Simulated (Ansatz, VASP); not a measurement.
# Pb in VASP and in Ansatz

```
Pb
1.0
     0.00000    2.47525    2.47525
     2.47525    0.00000    2.47525
     2.47525    2.47525    0.00000
Pb
1
Direct
  0.00000 0.00000 0.00000
```

Alike in both runs: task relaxation of cell and atoms; functional revPBE; k mesh 11 × 11 × 11; occupations fermi-dirac, width 0.1 eV; no spin polarisation.

```csv
,VASP,Ansatz
version,VASP 6.6.1,Ansatz 0.2.0
potentials or method,"VASP PAW PBE potentials, release 64 (Pb_d)","plane waves (420 eV) with PAW, scalar-relativistic"
plane-wave cutoff (eV),600,420
valence electrons in the cell,14,14
```

```tsv
	VASP	Ansatz	Ansatz less VASP
relaxed volume (Å³/atom)	32.80	32.82	+0.019
relaxed cell length with the largest relative difference (Å)	3.593	3.594	+0.0007
energy change over the relaxation (meV/atom)	-24	-25	-0.2
```

Caveats: the PAW data sets were made with another functional, which shifts forces and pressure a little (VASP). The runs have no spin-orbit coupling, so splittings on Pb are missing. revPBE gives volumes clearly too large for solids.
